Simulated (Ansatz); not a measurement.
# ZnO (zincite): the cost of one run

Method: DFT PBEsol, scalar-relativistic, plane waves, PAW, in Ansatz 0.2.0.

## Step 1: The structure to begin with

The structure is hexagonal, space group P6_3mc (No. 186). Conventional cell: a = 3.230 Å, b = 3.230 Å, c = 5.214 Å, α = 90.00°, β = 90.00°, γ = 120.00°. Zn (site symmetry 3m) is surrounded by 4 O at 1.97 to 1.98 Å. Around O (site symmetry 3m) lie 4 Zn at 1.97 to 1.98 Å.

Structure file:

```cif
data_structure
_symmetry_space_group_name_H-M 'P 1'
_symmetry_Int_Tables_number 1
_cell_length_a 3.2301
_cell_length_b 3.2301
_cell_length_c 5.2141
_cell_angle_alpha 90.000
_cell_angle_beta 90.000
_cell_angle_gamma 120.000
_cell_volume 47.11
loop_
_atom_site_label
_atom_site_type_symbol
_atom_site_fract_x
_atom_site_fract_y
_atom_site_fract_z
_atom_site_occupancy
Zn1 Zn 0.33333 0.66667 0.50003 1
Zn2 Zn 0.66667 0.33333 0.00003 1
O1 O 0.66667 0.33333 0.37898 1
O2 O 0.33333 0.66667 0.87898 1
```

This cell was relaxed beforehand with the same method: volume 11.78 Å³/atom, gap on the mesh 0.70 eV.

## Step 2: Band edges and mean potential of the bulk

Contents of input.yaml:

```yaml
crystal:
  lattice:
    - [3.2300572021, 0.0, 0.0]
    - [-1.6150286011, 2.7973115927, 0.0]
    - [0.0, 0.0, 5.2141142731]
  atoms:
    - { symbol: Zn, position: [0.3333333333, 0.6666666667, 0.50003264] }
    - { symbol: Zn, position: [0.6666666667, 0.3333333333, 3.264e-05] }
    - { symbol: O, position: [0.6666666667, 0.3333333333, 0.37897736] }
    - { symbol: O, position: [0.3333333333, 0.6666666667, 0.87897736] }
basis:
  ecutwfc: 420
kpoints:
  mp_grid: { grid: [9, 9, 6] }
  band_path: { path: [VBM, CBM], npoints: 2 }
hamiltonian:
  xc: pbesol
scf:
  occupations: { method: gaussian, width: 0.02 }
output:
  forces: true
  stress: true
  eigenvalues: true
```

Run with:

```bash
$ ansatz run input.yaml --threads 1 --pin off --max-ram 2560MiB --backend cpu --events-out ev --progress --plain --runs-dir out
```

What time and memory should one allow on 1 thread of Intel Xeon 6975P-C (Granite Rapids), shared host?

About 4.8 s, with a peak of 0.41 GiB.
